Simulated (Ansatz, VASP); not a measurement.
# Si (Silicon) in two plane-wave programs, part 2 of 2

One calculation is typed for both programs; each brings its own data sets and cutoff. How far apart do they land? The cell is taken from a series of VASP runs on this material, whose earlier steps may have relaxed, scaled or displaced it; both programs get it as it stands.

VASP 6.6.1 and Ansatz 0.2.0.

So far: The starting structure; VASP: zone-centre phonons, r2SCAN; Ansatz: zone-centre phonons, r2SCAN; Comparison; What the set-up changes.

## (6) VASP: relaxation of cell and atoms, HSE06

Level of this step: HSE06; plane waves and PAW (Si) (VASP).

The relaxed volume is the usual yardstick between codes: its relative difference is about their pressure difference at one cell divided by the bulk modulus. The cell compared in this pair holds 40.05 Å³, against 40.24 Å³ for the pair before.

The run reads the wave functions of an earlier VASP run, which isn't shown here.

Input file INCAR:

```
SYSTEM = Si
PREC = Accurate
ENCUT = 450
EDIFF = 1E-07
NELM = 100
ISMEAR = 0
SIGMA = 0.03
LREAL = .FALSE.
ALGO = Normal
LHFCALC = .TRUE.
AEXX = 0.25
GGA = PE
HFSCREEN = 0.2
LASPH = .TRUE.
NBANDS = 10
PRECFOCK = Fast
LORBIT = 11
LWAVE = .FALSE.
LCHARG = .FALSE.
KPAR = 8
IBRION = 2
NSW = 50
ISIF = 3
EDIFFG = -0.002
```

Input file POSCAR:

```
Si
1.0
    0.0000000000      2.7154800000      2.7154800000
    2.7154800000      0.0000000000      2.7154800000
    2.7154800000      2.7154800000      0.0000000000
Si
2
Direct
    0.7500000000      0.7500000000      0.7500000000
    0.5000000000      0.5000000000      0.5000000000
```

Input file KPOINTS:

```
Automatic mesh
0
Gamma
7 7 7
0 0 0
```

Potentials, in the order of the species: Si (PBE family, release 64).

Started as:

```
$ mpirun -np 8 vasp_std
```

Numbers of over 12 decimals in the logs are rounded to 6 here.

The program printed:

```text
[banner, memory and clock lines left out]
running    8 mpi-ranks, on    1 nodes
[...]
[... a notice as in an earlier step ...]

 LDA part: xc-table for (Slater+PW92), standard interpolation
 found WAVECAR, reading the header
 POSCAR, INCAR and KPOINTS ok, starting setup
[...]
reading WAVECAR
 the WAVECAR file was read successfully
 initial charge from wavefunction
 entering main loop
       N       E                     dE             d eps       ncg     rms          rms(c)
DAV:   1    -0.125765291890E+02   -0.12577E+02   -0.45831E-01   400   0.396E+00    0.337E+00
DAV:   2    -0.125810039316E+02   -0.44747E-02   -0.13593E-02   480   0.768E-01    0.224E+00
DAV:   3    -0.125802520519E+02    0.75188E-03   -0.35480E-04   476   0.136E-01    0.131E+00
DAV:   4    -0.125799430542E+02    0.30900E-03   -0.99879E-05   454   0.590E-02    0.763E-01
[...]
DAV:  10    -0.125798091990E+02   -0.12082E-06   -0.25554E-07   430   0.308E-03    0.266E-02
[...]
DAV:   6    -0.125798157343E+02    0.48133E-06   -0.25910E-07   348   0.248E-03    0.219E-03
DAV:   7    -0.125798154984E+02    0.23586E-06   -0.72625E-08   224   0.147E-03    0.171E-03
DAV:   8    -0.125798153696E+02    0.12884E-06   -0.22305E-08   218   0.929E-04    0.142E-03
DAV:   9    -0.125798152966E+02    0.72976E-07   -0.54632E-09   218   0.512E-04
   2 F= -.12579815E+02 E0= -.12579815E+02  d E =-.589347E-05
 trial-energy change:   -0.000006  1 .order   -0.000009   -0.000083    0.000065
 step:   0.5301(harm=  0.5599)  dis= 0.00000  next Energy=   -12.579831 (dE=-0.214E-04)
[...]
N       E                     dE             d eps       ncg     rms          rms(c)
DAV:   1    -0.125798346875E+02   -0.19318E-04   -0.24683E-04   420   0.777E-02    0.173E-02
DAV:   2    -0.125798333329E+02    0.13546E-05   -0.25572E-06   468   0.104E-02    0.136E-02
DAV:   3    -0.125798313068E+02    0.20261E-05   -0.13371E-06   440   0.531E-03    0.653E-03
DAV:   4    -0.125798308060E+02    0.50082E-06   -0.69566E-07   422   0.377E-03    0.266E-03
DAV:   5    -0.125798307537E+02    0.52300E-07   -0.21084E-07   304   0.214E-03
   3 F= -.12579831E+02 E0= -.12579831E+02  d E =-.213506E-04
[...]
reached required accuracy - stopping structural energy minimisation
```

OUTCAR, selected parts (step 6):

```text
  Total       -0.0002913     -0.0002913     -0.0002913      0.0000000      0.0000000      0.0000000
  in kB       -0.0116381     -0.0116381     -0.0116381      0.0000000      0.0000000      0.0000000
  external PRESSURE =      -0.0116381 kB  Pullay stress =       0.0000000 kB

 POSITION                                       TOTAL-FORCE (eV/Angst)
 -----------------------------------------------------------------------------------
      4.07498      4.07498      4.07498         0.000000      0.000000     -0.000000
      2.71665      2.71665      2.71665        -0.000000     -0.000000      0.000000
 -----------------------------------------------------------------------------------
    total drift:                               -0.000000     -0.000000     -0.000000

  FREE ENERGIE OF THE ION-ELECTRON SYSTEM (eV)
  ---------------------------------------------------
  free  energy   TOTEN  =       -12.5798307537 eV

  energy  without entropy=      -12.5798307537  energy(sigma->0) =      -12.57983075

 reached required accuracy - stopping structural energy minimisation

[... 3 further parts left out ...]
[key lines of the parts left out:]
E-fermi :   5.5965
```

## (7) Ansatz: relaxation of cell and atoms, HSE06

The same cell, functional, mesh and smearing now go to Ansatz, which takes its cutoff from its data sets.

The cell is taken from a series of VASP runs on this material, whose earlier steps may have relaxed, scaled or displaced it; both programs get it as it stands.

Input file input.yaml:

```yaml
crystal:
  lattice:
    - [0.0, 2.71548, 2.71548]
    - [2.71548, 0.0, 2.71548]
    - [2.71548, 2.71548, 0.0]
  atoms:
    - { symbol: Si, position: [0.75, 0.75, 0.75] }
    - { symbol: Si, position: [0.5, 0.5, 0.5] }
hamiltonian:
  xc: { exchange: pbe, correlation: pbe, exx: { coeff: 0.25, omega: 0.2 } }
  pseudopotentials: { kind: paw }
kpoints:
  mp_grid: { grid: [7, 7, 7] }
scf:
  occupations: { method: gaussian, width: 0.03 }
relax:
  f_tol: 0.01
  max_steps: 60
  cell: { stress_tol: 0.05 }
output:
  forces: true
  stress: true
```

Started as:

```
$ ansatz run input.yaml --threads 4 --pin off --max-ram 9216MiB --backend cpu --events-out ev --progress --plain --runs-dir out
```

The program printed:

```text
[...]
Crystal: 2 atoms, lattice volume = 40.047 Å³
Basis set: ecut = 420 eV, 749 PW (Γ), exchange–correlation on 54×54×54 points (8 copies of the dense FFT grid, shifted against one another)
Bands: 8, of which v1, the nominal top of the filled ones, is band 4 counted from 1 (3 counted from 0)
Symmetry: 48 space group operations
[...]
k-points: 20 of 343
[...]
--- Relaxed structure (3 steps of the walk, 3 accepted, 1 SCFs on fresh bases) ---
  F+E_penalty+E_count = -1272.58283298 eV   max|allowed force component| = 6.361e-17 eV/Å   (the final SCF, on the basis selected at the relaxed cell)
  cell:  # Å, volume = 40.2379 Å³
    - [0, 2.719787, 2.719787]
    - [2.719787, 0, 2.719787]
    - [2.719787, 2.719787, 0]
  atoms:
    - { symbol: Si, position: [0.750000, 0.750000, 0.750000] }
    - { symbol: Si, position: [0.5, 0.5, 0.5] }
[key lines of the parts left out:]
Free energy (F): -1272.582833 eV
Fermi energy:    6.410431 eV
P = ⅓ Tr σ = 0.0021 GPa (0.021 kbar)
```

The job ended after 29 s (4 threads of Arm Neoverse V1, shared host; peak memory 1 GiB; 1.8 min of CPU time).

## (8) Comparison

What differs besides the data sets and the points named for the pairs above, as far as they apply: exact exchange at q = 0 is treated differently, which shows on coarse meshes; both relaxations stop at a tolerance, which leaves soft axes loose, and VASP keeps its plane-wave basis; the cutoff is 420 eV in Ansatz and 450 eV in VASP; Ansatz adds a Pulay correction to the stress that steers its cell, VASP none; VASP takes a coarser grid for exact exchange (PRECFOCK = Fast). Total energies have different zeros and are not compared.

Both answers:

| quantity | Ansatz | VASP | difference |
| --- | --- | --- | --- |
| volume (Å³) | 40.24 | 40.10 | +0.35 % |
| edge a after relaxation, in the typed setting (Å) | 3.846 | 3.842 | +0.12 % |

The walks stopped with 0.00 GPa left in Ansatz and 0.00 GPa in VASP; each walk ends within a tolerance, so the volume difference is uncertain by about these residues over the bulk modulus, most in soft cells.

## (9) Outcome

```
r.m.s. difference of the optical zone-centre modes, each program's sorted by frequency (zone-centre phonons, r2SCAN) : 0.85 cm⁻¹
difference in volume (relaxation of cell and atoms, HSE06)                                                           : 0.35 %
```

The difference in volume is 0.35 % (relaxation of cell and atoms, HSE06), within the 1.2 % picked in this series as the mark of a large difference, as far as the stopping tolerances let one tell. Zone-centre phonons, r2SCAN, Ansatz's all-electron LAPW method: the difference in optical mode 1 to 3 goes from 0.16 to 0.11 %. Such differences can come from data sets, numerical settings and the points named under the comparisons, not from the functional's error against experiment.

[Lines on the potential files, build, host, timing and source positions are cut from VASP's logs without a mark.]

[Logs are printed without paths, hosts, clocks, repeated set-up lines and the standing remarks that a program may print on its own settings, such as how far it seeks lower states.]

[Hosts, paths, dates, database ids (printed as entryN), source tags and the programs' standing remarks are cut or masked in the printed files.]
